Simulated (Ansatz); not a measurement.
AlNi: equilibrium cell

Method: Ansatz 0.2.0, DFT PBEsol, scalar-relativistic, plane waves, PAW. Each run relaxes cell and atoms to zero pressure from this start:

```
CELL_PARAMETERS angstrom
1.93869 -1.95319 0.00000
1.93869 1.95319 0.00000
0.00000 0.00000 3.09943
ATOMIC_POSITIONS crystal
Al 0.00000 0.00000 0.00000
Ni 0.50000 0.50000 0.50000
```

The Γ-centred k-mesh is 16×16×14. The occupation rule is Gaussian smearing, 0.1 eV. The spin treatment is unpolarised.

Lengths are those of the conventional cell, space group P4/mmm. The stress that the relaxation follows holds a correction for the finite cutoff (Pulay stress).

| cutoff (eV) | a (Å) | c (Å) | volume (Å³/atom) | gap on mesh (eV) |
| --- | --- | --- | --- | --- |
| 300 | 2.865 | 2.880 | 11.82 | metal |
| 350 | 2.859 | 2.872 | 11.74 | metal |
| 420 | 2.859 | 2.869 | 11.72 | metal |

Problem. What does 520 give?

Solution. It gives:

| cutoff (eV) | a (Å) | c (Å) | volume (Å³/atom) | gap on mesh (eV) |
| --- | --- | --- | --- | --- |
| 520 | 2.859 | 2.869 | 11.72 | metal |

1 further run of this set isn't shown.

Cost: 4 runs of about 7.1 core-minutes in all, on Intel Xeon Platinum 8488C (Sapphire Rapids) (shared hosts).